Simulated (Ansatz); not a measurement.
Reactions of `C[Te]C=CF`.

Gas-phase electronic energies from Ansatz, PBE0-D4/def2-TZVP geometries. CCSD(T)/CBS is the MP2 limit (def2-TZVPP, def2-QZVPP) plus CCSD(T) − MP2 in def2-TZVPP, frozen cores. This one scheme is used for every species, atoms too. Double bonds are as drawn, so ΔE can hold a change between cis and trans. Functionals use def2-TZVPP. Open shells (•) are unrestricted, without spin–orbit coupling. Spin–orbit coupling would lower the free atoms: a little for C, F; strongly for Te. def2 core potentials past Kr. For As, Ge, Te outer-core shells are correlated without core-valence functions, so the limit isn't a true one: a few kJ/mol of doubt a bond, and 10 to 20 or more in all where bonds break to atoms. Scalar relativity is left out up to krypton. One conformer a species, not always the lowest.

| reaction | PBE-D4 (kcal/mol) |
| --- | --- |
| `C[Te]/C=C/F` + `OBO` → `C[Te]B(O)O` + `C=CF` | -15.5 |
| `C[Te]/C=C/F` → 3 C• + F• + 5 H• + Te• | 920.4 |
| `C[Te]/C=C/F` + `O[AsH2]` → `C[Te][AsH]O` + `C=CF` | -25.6 |
| `C[Te]/C=C/F` + `[NH2][AlH][SiH3]` → `C[Te][AlH][SiH3]` + `N/C=C\F` | -4.4 |
| `C[Te]/C=C/F` + `[AlH2][SiH3]` → `C[Te][AlH][SiH3]` + `C=CF` | -38.7 |
| `C[Te]/C=C/F` + `FC(F)F` → `C[Te]C(F)(F)F` + `C=CF` | 4.1 |
| `C[Te]/C=C/F` + `BF` → `C[Te]BF` + `C=CF` | -23.0 |
| `C[Te]/C=C/F` + `O[SiH2][GeH3]` → `C[Te][SiH2]O` + `F/C=[CH]/[GeH3]` | -15.2 |
| `C[Te]/C=C/F` → `FC1CC[Te]1` | -5.7 |
| `C[Te]/C=C/F` + `FC[SiH2][SiH3]` → `C[Te][SiH2][SiH3]` + `F/C=C\CF` | -21.6 |

**Question.** Give the CCSD(T)/CBS values in the same order. (Best estimate.)

**Answer.** Ansatz gave: -15.3, 894.4, -23.5, -0.3, -38.4, 6.3, -20.6, -16.8, -5.3, -21.3 kcal/mol.

Largest T1 diagnostic: 0.013, for `BF`.
